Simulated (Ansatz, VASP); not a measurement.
One calculation of InP, two programs

```
In P
1.0
     0.00000    2.93050    2.93050
     2.93050    0.00000    2.93050
     2.93050    2.93050    0.00000
In P
1 1
Direct
  0.00000 0.00000 0.00000
  0.75000 0.75000 0.75000
```

Alike in both runs: task single point; functional PBE; k mesh 8 × 8 × 8; occupations gaussian, width 0.014 eV; no spin polarisation.

```csv
,VASP,Ansatz
version,VASP 6.6.1,Ansatz 0.2.0
potentials or method,"VASP PAW PBE potentials, release 64 (In_d, P), cutoff 520 eV","all-electron LAPW, scalar-relativistic"
```

```tsv
	VASP	Ansatz	Ansatz less VASP
gap on the k mesh at the Fermi level (eV)	0.71	0.71	+0.002
least direct gap on the mesh (eV)	0.71	0.71	+0.002
pressure (GPa)	3.3	3.3	+0.06
```

Ansatz ran all-electron here, so the differences hold the error of VASP's frozen core and of both bases.

Caveats: spin-orbit coupling is left out, which moves the levels of the heavy elements. Expect the measured gap to be larger: semilocal functionals such as PBE lack the derivative discontinuity.
